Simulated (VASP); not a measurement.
# N (Pa-3) in VASP: single point with PBE

Aim: the single point of N with PBE.

Everything below comes from runs of VASP 6.6.1. Logs are shortened: lines on timing, memory, paths and dates and some standing lists are left out, and cuts for length are marked.

## 1. Starting point

The structure is cubic, space group Pa-3 (No. 205). Conventional cell: a = 5.644 Å, b = 5.644 Å, c = 5.644 Å, α = 90.00°, β = 90.00°, γ = 90.00°. N (site symmetry 3) has 1 N at 1.06 Å as nearest neighbours.

## 2. Single point, PBE

File INCAR:

```
PREC     = Accurate       # precision mode
ENCUT    = 520            # plane-wave cutoff, eV
EDIFF    = 1E-7           # SCF threshold, eV
ISMEAR   = -1             # smearing method
SIGMA    = 0.1            # smearing width, eV
LREAL    = False          # projectors in reciprocal space
LASPH    = True           # aspherical terms in the spheres
NELM     = 100            # most SCF steps
ALGO     = Normal         # electronic algorithm
ISIF     = 2              # what is computed and relaxed
LWAVE    = False          # write WAVECAR
LCHARG   = True           # write CHGCAR
GGA      = PE             # functional
LELF     = True           # ELF
LVHAR    = True         
NBANDS   = 30             # bands
```

File KPOINTS:

```
Automatic mesh
0
Gamma
  5 5 5
```

File POSCAR:

```
N
1.0
    5.6440000000      0.0000000000      0.0000000000
    0.0000000000      5.6440000000      0.0000000000
    0.0000000000      0.0000000000      5.6440000000
N
8
Direct
    0.0540000000      0.0540000000      0.0540000000
    0.4460000000      0.9460000000      0.5540000000
    0.5540000000      0.4460000000      0.9460000000
    0.9460000000      0.5540000000      0.4460000000
    0.9460000000      0.9460000000      0.9460000000
    0.5540000000      0.0540000000      0.4460000000
    0.4460000000      0.5540000000      0.0540000000
    0.0540000000      0.4460000000      0.5540000000
```

Potentials or basis: VASP PAW PBE potentials, release 64 (N).

Run with:

```console
cat potpaw_PBE.64/N/POTCAR > POTCAR
mpirun -np 1 vasp_std > vasp.out
```

OUTCAR:

```text
PREC = Accurate
   ENCUT = 520
   EDIFF = 1E-7
   ISMEAR = -1
   LREAL = False
   LASPH = True
   NELM = 100
   ISIF = 2
   GGA = PE

 ion  position               nearest neighbor table
   1  0.054  0.054  0.054-   5 1.06
   2  0.446  0.946  0.554-   6 1.06
   3  0.554  0.446  0.946-   7 1.06
   4  0.946  0.554  0.446-   8 1.06
   5  0.946  0.946  0.946-   1 1.06
   6  0.554  0.054  0.446-   2 1.06
   7  0.446  0.554  0.054-   3 1.06
   8  0.054  0.446  0.554-   4 1.06

  LATTYP: Found a simple cubic cell.
 ALAT       =     5.6440000000

  Lattice vectors:

 A1 = (   5.6440000000,   0.0000000000,   0.0000000000)
 A2 = (   0.0000000000,   5.6440000000,   0.0000000000)
 A3 = (   0.0000000000,   0.0000000000,   5.6440000000)

Analysis of symmetry for initial positions (statically):
=====================================================================
 Subroutine PRICEL returns:
 Original cell was already a primitive cell.

 Routine SETGRP: Setting up the symmetry group for a
 simple cubic supercell.

 Subroutine GETGRP returns: Found 24 space group operations
 (whereof  6 operations were pure point group operations)
 out of a pool of 48 trial point group operations.

The static configuration has the point symmetry S_6 .
 The point group associated with its full space group is T_h .

Analysis of symmetry for dynamics (positions and initial velocities):
=====================================================================
 Subroutine PRICEL returns:
 Original cell was already a primitive cell.

 Routine SETGRP: Setting up the symmetry group for a
 simple cubic supercell.

 Subroutine GETGRP returns: Found 24 space group operations
 (whereof  6 operations were pure point group operations)
 out of a pool of 48 trial point group operations.

The dynamic configuration has the point symmetry S_6 .
 The point group associated with its full space group is T_h .

 Subroutine INISYM returns: Found 24 space group operations
 (whereof  6 operations are pure point group operations),
 and found     1 'primitive' translations

----------------------------------------------------------------------------------------

                                     Primitive cell

  volume of cell :     179.7881

  direct lattice vectors                    reciprocal lattice vectors
     5.644000000  0.000000000  0.000000000     0.177179305  0.000000000  0.000000000
     0.000000000  5.644000000  0.000000000     0.000000000  0.177179305  0.000000000
     0.000000000  0.000000000  5.644000000     0.000000000  0.000000000  0.177179305

  length of vectors
     5.644000000  5.644000000  5.644000000     0.177179305  0.177179305  0.177179305

  position of ions in fractional coordinates (direct lattice)
     0.054000000  0.054000000  0.054000000
     0.446000000  0.946000000  0.554000000
     0.554000000  0.446000000  0.946000000
     0.946000000  0.554000000  0.446000000
     0.946000000  0.946000000  0.946000000
     0.554000000  0.054000000  0.446000000
     0.446000000  0.554000000  0.054000000
     0.054000000  0.446000000  0.554000000

  ion indices of the primitive-cell ions
   primitive index   ion index
                 1           1
                 2           2
                 3           3
                 4           4
                 5           5
                 6           6
                 7           7
                 8           8

----------------------------------------------------------------------------------------

 KPOINTS: Automatic mesh

Automatic generation of k-mesh.
 Grid dimensions read from file:
 generate k-points for:    5    5    5

 Generating k-lattice:

  Cartesian coordinates                     Fractional coordinates (reciprocal lattice)
     0.035435861  0.000000000  0.000000000     0.200000000  0.000000000  0.000000000
     0.000000000  0.035435861  0.000000000     0.000000000  0.200000000  0.000000000
     0.000000000  0.000000000  0.035435861     0.000000000  0.000000000  0.200000000

  Length of vectors
     0.035435861  0.035435861  0.035435861

  Shift w.r.t. Gamma in fractional coordinates (k-lattice)
     0.000000000  0.000000000  0.000000000

 Subroutine IBZKPT returns following result:
 ===========================================

 Found     11 irreducible k-points:

 Following reciprocal coordinates:
            Coordinates               Weight
  0.000000  0.000000  0.000000      1.000000
  0.200000  0.000000  0.000000      6.000000
  0.400000  0.000000  0.000000      6.000000
  0.200000  0.200000  0.000000     12.000000
  0.400000  0.200000  0.000000     12.000000
 -0.200000  0.400000  0.000000     12.000000
  0.400000  0.400000  0.000000     12.000000
  0.200000  0.200000  0.200000      8.000000
  0.400000  0.200000  0.200000     24.000000
  0.400000  0.400000  0.200000     24.000000
  0.400000  0.400000  0.400000      8.000000
   k-points           NKPTS =     11   k-points in BZ     NKDIM =     11   number of bands    NBANDS=     30
   number of dos      NEDOS =    301   number of ions     NIONS =      8
   total plane-waves  NPLWV =  74088
   dimension x,y,z NGX =    42 NGY =   42 NGZ =   42
   dimension x,y,z NGXF=    84 NGYF=   84 NGZF=   84
   ions per type =               8
   NGX,Y,Z   is equivalent  to a cutoff of  12.37, 12.37, 12.37 a.u.
   NGXF,Y,Z  is equivalent  to a cutoff of  24.74, 24.74, 24.74 a.u.
 SYSTEM =  unknown system
   PREC   = accura    normal or accurate (medium, high low for compatibility)
   ISTART =      0    job   : 0-new  1-cont  2-samecut
   ICHARG =      2    charge: 1-file 2-atom 10-const
   ISPIN  =      1    spin polarized calculation?
   LNONCOLLINEAR =      F non collinear calculations
   LSORBIT =      F    spin-orbit coupling
   LASPH  =      T    aspherical Exc in radial PAW
   ENCUT  =  520.0 eV  38.22 Ry    6.18 a.u.  10.49 10.49 10.49*2*pi/ulx,y,z
   NELM   =    100;   NELMIN=  2; NELMDL= -5     # of ELM steps
   EDIFF  = 0.1E-06   stopping-criterion for ELM
   LREAL  =      F    real-space projection
   EDIFFG = 0.1E-05   stopping-criterion for IOM
   NSW    =      0    number of steps for IOM
   IBRION =     -1    ionic relax: 0-MD 1-quasi-New 2-CG
   NFREE  =      0    steps in history (QN), initial steepest desc. (CG)
   ISIF   =      2    stress and relaxation
   ISYM   =      2    0-nonsym 1-usesym 2-fastsym
   POTIM  = 0.5000    time-step for ionic-motion
   TEBEG  =    0.0;   TEEND  =   0.0 temperature during run
   PSTRESS=    0.0 pullay stress
   NELECT =      40.0000    total number of electrons
   NUPDOWN=      -1.0000    fix difference up-down
   EMIN   =  10.00;   EMAX   =-10.00  energy-range for DOS
   EFERMI =   0.00;   METHOD = LEGACY
   ISMEAR =    -1;   SIGMA  =   0.10  broadening in eV -4-tet -1-fermi 0-gaus
   EFERMI_NEDOS =   21; number of points for ismear=-14 and -15
   IALGO  =     38    algorithm
   IMIX   =      4    mixing-type and parameters
     AMIX     =   0.40;   BMIX     =  1.00
     AMIX_MAG =   1.60;   BMIX_MAG =  1.00
  volume/ion in A,a.u.               =      22.47       151.66
  Fermi-wavevector in a.u.,A,eV,Ry     =   0.991991  1.874592 13.388766  0.984047
  Thomas-Fermi vector in A             =   2.123772
   LORBIT       =      0    0 simple, 1 ext, 2 COOP (PROOUT), +10 PAW based schemes
   GGA     = PE    functional components
   LHFCALC =     F    Hartree Fock is set to
   AEXX    =    0.0000 exact exchange contribution
   IVDW    =     0    specifies the selected vdW correction
   LEPSILON=     F    determine dielectric tensor
   LRPA    =     F    only Hartree local field effects (RPA)
 non-spin polarized calculation
  energy-cutoff  :      520.00
  volume of cell :      179.79
 maximum number of plane-waves:      4945
 NGX is ok and might be reduce to    42
   NGX = 21   NGY = 21   NGZ = 21

 number of electron      40.0000004 magnetization

 Free energy of the ion-electron system (eV)
  ---------------------------------------------------
  ext. energy  EPLUGINS =         0.00000000
  ---------------------------------------------------
  free energy    TOTEN  =       -65.51234802 eV

  energy without entropy =      -65.51234802  energy(sigma->0) =      -65.51234802

 E-fermi :  -4.0695     XC(G=0):  -6.4042

 val. band max:       -6.5691596471   @ k =   0.4000   0.0000   0.0000
 cond. band min:       1.2883637465   @ k =   0.0000   0.0000   0.0000
 fundamental gap:      7.8575233936
 Fermi energy:        -4.0694649666

 k-point     1 :       0.0000    0.0000    0.0000
  band No.  band energies     occupation
      1     -25.6471      2.00000
      2     -25.6020      2.00000
      3     -25.6020      2.00000
      4     -25.6020      2.00000
      5      -9.7898      2.00000
      6      -9.7898      2.00000
[... 22 lines left out ...]
     29       4.6349      0.00000
     30       7.3462      0.00000

 k-point     2 :       0.2000    0.0000    0.0000
  band No.  band energies     occupation
      1     -25.6425      2.00000
      2     -25.6060      2.00000
      3     -25.6018      2.00000
      4     -25.6017      2.00000
      5      -9.7808      2.00000
      6      -9.7789      2.00000
[... 22 lines left out ...]
     29       4.7131      0.00000
     30       6.5988      0.00000

 k-point     3 :       0.4000    0.0000    0.0000
  band No.  band energies     occupation
      1     -25.6312      2.00000
      2     -25.6172      2.00000
      3     -25.6018      2.00000
      4     -25.6016      2.00000
      5      -9.7646      2.00000
      6      -9.7624      2.00000
[... 253 lines left out ...]
     29       5.4572      0.00000
     30       5.9603      0.00000

 k-point    11 :       0.4000    0.4000    0.4000
  band No.  band energies     occupation
      1     -25.6159      2.00000
      2     -25.6116      2.00000
      3     -25.6116      2.00000
      4     -25.6115      2.00000
      5      -9.7896      2.00000
      6      -9.7896      2.00000
[... 22 lines left out ...]
     29       5.7102      0.00000
     30       6.0818      0.00000

------------------------ aborting loop because EDIFF is reached ----------------------------------------

  FORCE on cell =-STRESS in cart. coord.  units (eV):
  Direction    XX          YY          ZZ          XY          YZ          ZX
  --------------------------------------------------------------------------------------
  -------------------------------------------------------------------------------------
  Total       15.2044057     15.2044057     15.2044057     -0.0000000      0.0000000     -0.0000000
  in kB      135.4936736    135.4936736    135.4936736     -0.0000000      0.0000000     -0.0000000
  external PRESSURE =     135.4936736 kB  Pullay stress =       0.0000000 kB

 VOLUME and BASIS-vectors are now :
 -----------------------------------------------------------------------------
  energy-cutoff  :      520.00
  volume of cell :      179.79
      direct lattice vectors                 reciprocal lattice vectors
     5.644000000  0.000000000  0.000000000     0.177179305  0.000000000  0.000000000
     0.000000000  5.644000000  0.000000000     0.000000000  0.177179305  0.000000000
     0.000000000  0.000000000  5.644000000     0.000000000  0.000000000  0.177179305

 POSITION                                       TOTAL-FORCE (eV/Angst)
 -----------------------------------------------------------------------------------
      0.30478      0.30478      0.30478         6.183000      6.183000      6.183000
      2.51722      5.33922      3.12678        -6.183000     -6.183000      6.183000
      3.12678      2.51722      5.33922         6.183000     -6.183000     -6.183000
      5.33922      3.12678      2.51722        -6.183000      6.183000     -6.183000
      5.33922      5.33922      5.33922        -6.183000     -6.183000     -6.183000
      3.12678      0.30478      2.51722         6.183000      6.183000     -6.183000
      2.51722      3.12678      0.30478        -6.183000      6.183000      6.183000
      0.30478      2.51722      3.12678         6.183000     -6.183000      6.183000
 -----------------------------------------------------------------------------------
    total drift:                                0.000000      0.000000     -0.000000

  FREE ENERGIE OF THE ION-ELECTRON SYSTEM (eV)
  ---------------------------------------------------
  free  energy   TOTEN  =       -65.5123480156 eV

  energy  without entropy=      -65.5123480155  energy(sigma->0) =      -65.51234802
```

Wall time 43 s (1 thread of AMD EPYC 7R13 (Zen 3), shared host); peak memory 0.22 GiB.

What came out:

| Item | Value |
| --- | --- |
| Free energy | -65.5123 eV |
| Pressure | 13.5 GPa |
| Largest force | 10.709 eV/Å |
| Band gap on the k mesh | 7.86 eV, indirect (least direct gap 7.88 eV) |

Forces on the atoms (eV/Å):
```
N    6.183  6.183  6.183
N   -6.183 -6.183  6.183
N    6.183 -6.183 -6.183
N   -6.183  6.183 -6.183
N   -6.183 -6.183 -6.183
N    6.183  6.183 -6.183
N   -6.183  6.183  6.183
N    6.183 -6.183  6.183
```

Caveat: the standard files for N, O and F lose accuracy on very short bonds; an odd mesh through Γ misses points on the zone boundary, where band edges often lie; forces of over 1 eV/Å show positions far from the minimum, so gaps and moduli don't describe the material at rest.
